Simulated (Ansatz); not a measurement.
Molecular dynamics on a 1×1×1 supercell (6 atoms) of SiS₂ (Ibam), relaxed with r2SCAN+rVV10. Forces come from PBEsol in Ansatz 0.2.0: a Langevin thermostat at fixed volume, 800 K, steps of 3 fs. Spin polarisation is off, nuclei are classical, and the run is far too short for thermal averages.

```yaml
crystal:
  lattice:
    - [-2.7433908183, 4.8180676674, 2.7616510829]
    - [2.7433908183, -4.8180676674, 2.7616510829]
    - [2.7433908183, 4.8180676674, -2.7616510829]
  atoms:
    - { symbol: Si, position: [0.75, 0.75, 0.0] }
    - { symbol: Si, position: [0.25, 0.25, 0.0] }
    - { symbol: S, position: [0.1177775564, 0.2122162985, 0.3299938549] }
    - { symbol: S, position: [0.8822224436, 0.7877837015, 0.6700061451] }
    - { symbol: S, position: [0.6177775564, 0.2877837015, 0.9055612579] }
    - { symbol: S, position: [0.3822224436, 0.7122162985, 0.0944387421] }
kpoints:
  mp_grid: { grid: [4, 4, 4] }
hamiltonian:
  xc: pbesol
scf:
  occupations: { method: fermi_dirac, width: 0.069 }
md:
  ensemble: nvt_langevin
  temperature: 800
  timestep: 3.0
  n_steps: 40
  initial_velocities: maxwell_boltzmann
  seed: 2252
```

Run as `ansatz run input.yaml --threads 4 --pin off --max-ram 5529MiB --backend cpu --events-out ev --progress --plain --runs-dir out`. Wall time 23 s on 4 threads of AMD EPYC 9R45 96-Core Processor (Zen 5), on a shared host, load about 0.2 per core; peak host memory 0.56 GiB.

```
step  t (fs)  T (K)  free energy F from step 0 (meV/atom)  kinetic energy (meV/atom)  largest force (eV/Å)
   0       0    667                                   0.0                       86.2                  0.12
   1       3    543                                   4.2                       70.2                  0.70
   2       6    517                                  15.2                       66.9                  1.36
   3       9    353                                  29.1                       45.6                  1.97
   4      12    301                                  40.6                       38.9                  2.37
   5      15    289                                  45.7                       37.4                  2.43
   6      18    349                                  45.1                       45.2                  2.22
   7      21    348                                  44.1                       45.0                  1.96
   8      24    331                                  44.7                       42.8                  1.72
   9      27    485                                  46.3                       62.7                  1.48
  10      30    507                                  50.4                       65.6                  1.72
  11      33    486                                  54.0                       62.8                  1.87
  12      36    491                                  56.0                       63.5                  1.87
  13      39    499                                  57.5                       64.5                  1.92
  14      42    586                                  59.5                       75.7                  1.95
  15      45    627                                  62.1                       81.0                  1.88
  16      48    751                                  64.7                       97.1                  1.77
  17      51    654                                  69.0                       84.5                  2.00
  18      54    692                                  72.0                       89.4                  2.12
  19      57    791                                  72.5                      102.2                  2.07
  20      60    812                                  72.1                      105.0                  2.15
  21      63    901                                  72.7                      116.5                  2.09
  22      66    868                                  77.5                      112.2                  2.01
  23      69    864                                  85.6                      111.7                  1.98
  24      72    873                                  92.7                      112.8                  2.04
  25      75    825                                  95.8                      106.6                  2.22
  26      78    797                                  94.0                      103.0                  2.09
  27      81    874                                  88.8                      112.9                  1.90
  28      84    976                                  83.1                      126.2                  1.81
  29      87   1031                                  78.8                      133.3                  1.83
  30      90   1041                                  79.9                      134.5                  2.02
  31      93    992                                  84.0                      128.2                  2.21
  32      96    978                                  85.8                      126.4                  2.30
  33      99   1170                                  85.6                      151.2                  2.38
  34     102    932                                  82.9                      120.4                  2.37
  35     105    946                                  77.0                      122.3                  2.22
  36     108    898                                  70.5                      116.0                  2.02
  37     111    889                                  66.8                      115.0                  1.80
  38     114    923                                  67.7                      119.4                  1.56
  39     117    840                                  71.5                      108.5                  1.82
  40     120    740                                  75.8                       95.7                  2.19
```

The temperature starts at 667 K, is lowest at step 5 (289 K, 15 fs) and ends at 740 K. The atoms start on their lattice sites with kinetic energy alone, so much of it first passes into potential energy. The first value is 5/6 of the setting, since velocities are drawn without the motion of the centre of mass and T is counted over all atoms. By the last step the atoms have moved 0.21 Å in the root mean square, the drift of the whole cell taken out, 0.33 Å at most.

Positions (Å) and forces (eV/Å) at step 40:
```
Si   0.352  -0.148   4.272    -1.176  -1.330  -1.286
Si   0.296  -0.409   1.480    -0.410   0.703  -0.682
S    1.209   1.094   0.160     0.655  -0.128   0.216
S    1.877   3.385   2.820     0.510  -0.020  -0.648
S    1.723   5.404  -0.020    -0.055   0.723   1.193
S    1.497  -1.417   2.807     0.476   0.051   1.207
```
